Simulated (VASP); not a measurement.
# AlP (F-43m) in VASP: further runs

One crystal, AlP, is run at these levels: PBE; tasks: single point.

All numbers are computed with VASP 6.6.1; they aren't measurements. Logs are shortened: lines on timing, memory, paths and dates and some standing lists are left out, and cuts for length are marked.

### 1 The crystal as given

Symmetry: F-43m, No. 216, cubic system. The conventional cell has a = 5.473 Å, b = 5.473 Å, c = 5.473 Å, α = 90.00°, β = 90.00°, γ = 90.00°. Al (site symmetry -43m) is surrounded by 4 P at 2.37 Å. P (site symmetry -43m) has 4 Al at 2.37 Å as nearest neighbours.

The cell is a database's computed one.

### 2 Single point, PBE

Contents of INCAR:

```
SYSTEM = AlP
PREC = Accurate
ENCUT = 520
EDIFF = 1E-6
ISMEAR = 0
SIGMA = 0.1
LREAL = .FALSE.
LASPH = .TRUE.
NELM = 100
ALGO = Normal
ISIF = 2
LWAVE = .FALSE.
LCHARG = .TRUE.
GGA = PE
LELF = .TRUE.
LVHAR = .TRUE.
NBANDS = 11
```

Contents of KPOINTS:

```
regular mesh
0
G
  4 4 4
  0 0 0
```

Contents of POSCAR:

```
AlP
1.0
    0.0000000000      2.7364837130      2.7364837130
    2.7364837130      0.0000000000      2.7364837130
    2.7364837130      2.7364837130      0.0000000000
Al P
1 1
Direct
    0.0000000000      0.0000000000      0.0000000000
    0.7500000000      0.7500000000      0.7500000000
```

Potentials or basis: VASP PAW PBE potentials, release 64 (Al, P).

The run is started by

```sh
> cat potpaw_PBE.64/Al/POTCAR potpaw_PBE.64/P/POTCAR > POTCAR
> mpirun -np 1 vasp_std > vasp.out
```

OUTCAR:

```text
SYSTEM = AlP
   PREC = Accurate
   ENCUT = 520
   EDIFF = 1E-6
   ISMEAR = 0
   LREAL = .FALSE.
   LASPH = .TRUE.
   NELM = 100
   ISIF = 2
   GGA = PE

 ion  position               nearest neighbor table
   1  0.000  0.000  0.000-   2 2.37   2 2.37   2 2.37   2 2.37
   2  0.750  0.750  0.750-   1 2.37   1 2.37   1 2.37   1 2.37

  LATTYP: Found a face centered cubic cell.
 ALAT       =     5.4729674260

  Lattice vectors:

 A1 = (   0.0000000000,   2.7364837130,   2.7364837130)
 A2 = (   2.7364837130,   0.0000000000,   2.7364837130)
 A3 = (   2.7364837130,   2.7364837130,   0.0000000000)

Analysis of symmetry for initial positions (statically):
=====================================================================
 Subroutine PRICEL returns:
 Original cell was already a primitive cell.

 Routine SETGRP: Setting up the symmetry group for a
 face centered cubic supercell.

 Subroutine GETGRP returns: Found 24 space group operations
 (whereof 24 operations were pure point group operations)
 out of a pool of 48 trial point group operations.

The static configuration has the point symmetry T_d .

Analysis of symmetry for dynamics (positions and initial velocities):
=====================================================================
 Subroutine PRICEL returns:
 Original cell was already a primitive cell.

 Routine SETGRP: Setting up the symmetry group for a
 face centered cubic supercell.

 Subroutine GETGRP returns: Found 24 space group operations
 (whereof 24 operations were pure point group operations)
 out of a pool of 48 trial point group operations.

The dynamic configuration has the point symmetry T_d .

 Subroutine INISYM returns: Found 24 space group operations
 (whereof 24 operations are pure point group operations),
 and found     1 'primitive' translations

----------------------------------------------------------------------------------------

                                     Primitive cell

  volume of cell :      40.9835

  direct lattice vectors                    reciprocal lattice vectors
     0.000000000  2.736483713  2.736483713    -0.182716235  0.182716235  0.182716235
     2.736483713  0.000000000  2.736483713     0.182716235 -0.182716235  0.182716235
     2.736483713  2.736483713  0.000000000     0.182716235  0.182716235 -0.182716235

  length of vectors
     3.869972380  3.869972380  3.869972380     0.316473802  0.316473802  0.316473802

  position of ions in fractional coordinates (direct lattice)
     0.000000000  0.000000000  0.000000000
     0.750000000  0.750000000  0.750000000
[... 70 lines left out ...]
   PSTRESS=    0.0 pullay stress
   NELECT =       8.0000    total number of electrons
   NUPDOWN=      -1.0000    fix difference up-down
   EMIN   =  10.00;   EMAX   =-10.00  energy-range for DOS
   EFERMI =   0.00;   METHOD = LEGACY
   ISMEAR =     0;   SIGMA  =   0.10  broadening in eV -4-tet -1-fermi 0-gaus
   EFERMI_NEDOS =   21; number of points for ismear=-14 and -15
   IALGO  =     38    algorithm
   IMIX   =      4    mixing-type and parameters
     AMIX     =   0.40;   BMIX     =  1.00
     AMIX_MAG =   1.60;   BMIX_MAG =  1.00
  volume/ion in A,a.u.               =      20.49       138.29
  Fermi-wavevector in a.u.,A,eV,Ry     =   0.949661  1.794599 12.270497  0.901856
  Thomas-Fermi vector in A             =   2.077965
   LORBIT       =      0    0 simple, 1 ext, 2 COOP (PROOUT), +10 PAW based schemes
   GGA     = PE    functional components
   LHFCALC =     F    Hartree Fock is set to
   AEXX    =    0.0000 exact exchange contribution
   IVDW    =     0    specifies the selected vdW correction
   LEPSILON=     F    determine dielectric tensor
   LRPA    =     F    only Hartree local field effects (RPA)
 non-spin polarized calculation
 Gauss-broadening in eV      SIGMA  =   0.10
  energy-cutoff  :      520.00
  volume of cell :       40.98
 maximum number of plane-waves:      1124
 NGX is ok and might be reduce to    30
   NGX = 15   NGY = 15   NGZ = 15

 number of electron       7.9999999 magnetization

 Free energy of the ion-electron system (eV)
  ---------------------------------------------------
  ext. energy  EPLUGINS =         0.00000000
  ---------------------------------------------------
  free energy    TOTEN  =       -10.27835814 eV

  energy without entropy =      -10.27835814  energy(sigma->0) =      -10.27835814

 E-fermi :   4.9995     XC(G=0):  -9.1641

 val. band max:        4.5540136455   @ k =   0.0000   0.0000   0.0000
 cond. band min:       6.1231994246   @ k =   0.5000   0.5000   0.0000
 fundamental gap:      1.5691857791
 Fermi energy:         4.9994984414

 k-point     1 :       0.0000    0.0000    0.0000
  band No.  band energies     occupation
      1      -6.9156      2.00000
      2       4.5540      2.00000
      3       4.5540      2.00000
      4       4.5540      2.00000
      5       7.7930      0.00000
      6       9.0803      0.00000
      7       9.0803      0.00000
      8       9.0803      0.00000
      9      13.3586      0.00000
     10      13.3586      0.00000
     11      14.7758      0.00000
[... 85 lines left out ...]
 k-point     8 :      -0.2500    0.5000    0.2500
  band No.  band energies     occupation
      1      -4.5383      2.00000
      2      -0.3644      2.00000
      3       1.3986      2.00000
      4       1.7508      2.00000
      5       8.8643      0.00000
      6      10.4468      0.00000
      7      10.6804      0.00000
      8      10.8896      0.00000
      9      15.7699      0.00000
     10      16.4604      0.00000
     11      17.8038      0.00000

------------------------ aborting loop because EDIFF is reached ----------------------------------------

  FORCE on cell =-STRESS in cart. coord.  units (eV):
  Direction    XX          YY          ZZ          XY          YZ          ZX
  --------------------------------------------------------------------------------------
  -------------------------------------------------------------------------------------
  Total        0.4933988      0.4933988      0.4933988      0.0000000     -0.0000000     -0.0000000
  in kB       19.2885712     19.2885712     19.2885712      0.0000000     -0.0000000     -0.0000000
  external PRESSURE =      19.2885712 kB  Pullay stress =       0.0000000 kB

 VOLUME and BASIS-vectors are now :
 -----------------------------------------------------------------------------
  energy-cutoff  :      520.00
  volume of cell :       40.98
      direct lattice vectors                 reciprocal lattice vectors
     0.000000000  2.736483713  2.736483713    -0.182716235  0.182716235  0.182716235
     2.736483713  0.000000000  2.736483713     0.182716235 -0.182716235  0.182716235
     2.736483713  2.736483713  0.000000000     0.182716235  0.182716235 -0.182716235

 POSITION                                       TOTAL-FORCE (eV/Angst)
 -----------------------------------------------------------------------------------
      0.00000      0.00000      0.00000         0.000000      0.000000      0.000000
      4.10473      4.10473      4.10473        -0.000000     -0.000000     -0.000000
 -----------------------------------------------------------------------------------
    total drift:                                0.000000      0.000000      0.000000

  FREE ENERGIE OF THE ION-ELECTRON SYSTEM (eV)
  ---------------------------------------------------
  free  energy   TOTEN  =       -10.2783581388 eV

  energy  without entropy=      -10.2783581388  energy(sigma->0) =      -10.27835814
```

Wall time 5.3 s (1 thread of Intel Xeon Platinum 8375C at 2.90GHz (Ice Lake), shared host); peak memory 0.16 GiB.

Results:

```yaml
Free_energy: -10.2784 eV
Pressure: 1.9 GPa
Band_gap_on_the_k_mesh: 1.57 eV, indirect (least direct gap 3.24 eV)
```

Levels at points of the mesh, in eV from the valence-band top:
```tsv
k point	band 1	band 2	band 3	band 4	band 5	band 6	band 7	band 8
(0.00, 0.00, 0.00)	-11.47	0.00	0.00	0.00	3.24	4.53	4.53	4.53
(0.50, 0.00, 0.00)	-9.80	-5.51	-0.76	-0.76	2.77	4.79	4.79	8.24
(0.50, 0.50, 0.00)	-9.14	-5.30	-2.10	-2.10	1.57	2.45	11.00	11.00
```

Caveat: the k mesh is coarse (spacing up to 0.50 Å⁻¹), so the values aren't converged. As with any semilocal functional, this PBE gap is likely too small.

### 3 Single point, PBE

Contents of INCAR:

```
PREC     = Accurate       # precision mode
ENCUT    = 520            # plane-wave cutoff, eV
EDIFF    = 1E-6           # SCF threshold, eV
ISMEAR   = 0              # smearing method
SIGMA    = 0.1            # smearing width, eV
LREAL    = F              # projectors in reciprocal space
LASPH    = T              # aspherical terms in the spheres
NELM     = 60             # most SCF steps
ALGO     = Normal         # electronic algorithm
ISIF     = 2              # what is computed and relaxed
LWAVE    = F              # write WAVECAR
LCHARG   = T              # write CHGCAR
GGA      = PE             # functional
LELF     = T              # ELF
LVHAR    = T            
NBANDS   = 11             # bands
```

Contents of KPOINTS:

```
Automatic mesh
0
Gamma
  4 4 4
```

POSCAR is that of step 2.

Potentials or basis: VASP PAW PBE potentials, release 64 (Al, P).

The run is started by

```sh
> cat potpaw_PBE.64/Al/POTCAR potpaw_PBE.64/P/POTCAR > POTCAR
> mpirun -np 1 vasp_std > vasp.out
```

Run time: 5.4 s. Hardware: 1 thread of Intel Xeon Platinum 8375C at 2.90GHz (Ice Lake), shared host; peak memory 0.15 GiB.

The run converged. Its results:

* Free energy: -10.2784 eV
* Pressure: 1.9 GPa
* Band gap on the k mesh: 1.57 eV, indirect (least direct gap 3.24 eV)

Levels at points of the mesh, in eV from the valence-band top:
| k point | band 1 | band 2 | band 3 | band 4 | band 5 | band 6 | band 7 | band 8 |
| --- | --- | --- | --- | --- | --- | --- | --- | --- |
| (0.00, 0.00, 0.00) | -11.47 | 0.00 | 0.00 | 0.00 | 3.24 | 4.53 | 4.53 | 4.53 |
| (0.50, 0.00, 0.00) | -9.80 | -5.51 | -0.76 | -0.76 | 2.77 | 4.79 | 4.79 | 8.24 |
| (0.50, 0.50, 0.00) | -9.14 | -5.30 | -2.10 | -2.10 | 1.57 | 2.45 | 11.00 | 11.00 |

Caveat: the k mesh is coarse (spacing up to 0.50 Å⁻¹), so the values aren't converged. A k mesh can miss the band edges.

### 4 Single point, PBE

Contents of INCAR:

```
SYSTEM = AlP
PREC     = Accurate       ! precision mode
ENCUT    = 520            ! plane-wave cutoff, eV
EDIFF    = 1E-6           ! SCF threshold, eV
ISMEAR   = 0              ! smearing method
SIGMA    = 0.1            ! smearing width, eV
LREAL    = .False.        ! projectors in reciprocal space
LASPH    = .True.         ! aspherical terms in the spheres
NELM     = 60             ! most SCF steps
ALGO     = Normal         ! electronic algorithm
ISIF     = 2              ! what is computed and relaxed
LWAVE    = .False.        ! write WAVECAR
LCHARG   = .False.        ! write CHGCAR
GGA      = PE             ! functional
NBANDS   = 11             ! bands
```

Contents of KPOINTS:

```
regular mesh
0
Gamma
  4 4 4
  0 0 0
```

POSCAR is that of step 3.

The run is started by

```sh
> cat potpaw_PBE.64/Al/POTCAR potpaw_PBE.64/P/POTCAR > POTCAR
> mpirun -np 1 vasp_std > vasp.out
```

Wall time 4.7 s (1 thread of Intel Xeon Platinum 8375C at 2.90GHz (Ice Lake), shared host); peak memory 0.15 GiB.

The run converged. Its results:

| Quantity | Value |
| --- | --- |
| Free energy | -10.2784 eV |
| Pressure | 1.9 GPa |
| Band gap on the k mesh | 1.57 eV, indirect (least direct gap 3.24 eV) |

Levels at points of the mesh, in eV from the valence-band top:
```
           k point  band 1  band 2  band 3  band 4  band 5  band 6  band 7  band 8
(0.00, 0.00, 0.00)  -11.47    0.00    0.00    0.00    3.24    4.53    4.53    4.53
(0.50, 0.00, 0.00)   -9.80   -5.51   -0.76   -0.76    2.77    4.79    4.79    8.24
(0.50, 0.50, 0.00)   -9.14   -5.30   -2.10   -2.10    1.57    2.45   11.00   11.00
```

Caveat: the k mesh is coarse (spacing up to 0.50 Å⁻¹), so the values aren't converged. A k mesh can miss the band edges.
